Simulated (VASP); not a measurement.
Rb, 1 atom in the cell. It takes space group I4/mmm (No. 139, tetragonal). The conventional cell has a = 5.909 Å, b = 5.909 Å, c = 5.462 Å, α = 90.00°, β = 90.00°, γ = 90.00°. This isn't the form of Rb at room conditions, which is bcc.

| Item | Value |
| --- | --- |
| Program | VASP 6.6.1 |
| Task | single point |
| Functional | r2SCAN |
| Potentials or basis | VASP PAW PBE potentials, release 64 (Rb_sv) |
| Cutoff | 520 eV |
| k mesh | 10 × 10 × 10 |
| Occupations | fermi-dirac, width 0.08 eV |
| Spin | no spin polarisation |
| Dipole correction | no |
| Further INCAR settings | ALGO = Normal; EDIFF = 1e-06; NBANDS = 10 |

Potentials or basis: VASP PAW PBE potentials, release 64 (Rb_sv).

The run is started by

```sh
$ cat potpaw_PBE.64/Rb_sv/POTCAR > POTCAR
$ cp INCAR.step1 INCAR
$ mpirun -np 1 vasp_std > vasp.out
$ cp INCAR.step2 INCAR
$ mpirun -np 1 vasp_std > vasp.out
```

Hardware: 1 thread of AMD EPYC 9R45 96-Core Processor (Zen 5) (shared host).

Q: Estimate the wall time of this run.

A: Run time: 4 min on 1 thread of AMD EPYC 9R45 96-Core Processor (Zen 5) (shared host), peak memory 0.27 GiB. Counts: scf iterations 11, k points 102.
